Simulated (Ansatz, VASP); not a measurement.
**One calculation of Mo, two programs**

Contents of INCAR:

```
ALGO = Normal ; EDIFF = 1E-6
EDIFFG = -0.02 ; ENCUT = 600
GGA = RP ; IBRION = 2
ISIF = 3 ; ISMEAR = -1
LASPH = True ; LCHARG = False
LREAL = False ; LWAVE = False
NELM = 60 ; NSW = 80
PREC = Accurate ; SIGMA = 0.05
```

File KPOINTS:

```
k-points
0
Gamma
  12 12 12
```

File POSCAR:

```
Mo
1.0
   -1.5838089719      1.5838089719      1.5838089719
    1.5838089719     -1.5838089719      1.5838089719
    1.5838089719      1.5838089719     -1.5838089719
Mo
1
Direct
    0.0000000000      0.0000000000      0.0000000000
```

Contents of input.yaml:

```yaml
crystal:
  lattice:
    - [-1.5838089719, 1.5838089719, 1.5838089719]
    - [1.5838089719, -1.5838089719, 1.5838089719]
    - [1.5838089719, 1.5838089719, -1.5838089719]
  atoms:
    - { symbol: Mo, position: [0.0, 0.0, 0.0] }
kpoints:
  mp_grid: { grid: [12, 12, 12] }
scf:
  occupations: { method: fermi_dirac, width: 0.05 }
hamiltonian:
  xc: rpbe
  pseudopotentials: { kind: all_electron, lapw: { basis_error: 0.001 } }
output:
  forces: true
  stress: true
relax:
  f_tol: 0.02
  max_steps: 60
  cell: {}
```

Alike in both runs: task relaxation of cell and atoms; functional RPBE; k mesh 12 × 12 × 12; occupations fermi-dirac, width 0.05 eV; no spin polarisation.

```csv
,VASP,Ansatz
version,VASP 6.6.1,Ansatz 0.2.0
potentials or method,"VASP PAW PBE potentials, release 64 (Mo_sv)","all-electron LAPW, scalar-relativistic"
plane-wave cutoff (eV),600,see its input
```

VASP gave:

```
relaxed volume (Å³/atom)                                     : 16.01
relaxed cell length with the largest relative difference (Å) : 2.750
```

Problem. What did Ansatz give for the same quantities?

Solution. Relaxed volume (Å³/atom): 15.99; relaxed cell length with the largest relative difference (Å): 2.749.

Ansatz ran all-electron here, so the differences hold the error of VASP's frozen core and of both bases.

Caveats: the PAW data sets were made with another functional, which shifts forces and pressure a little (VASP).
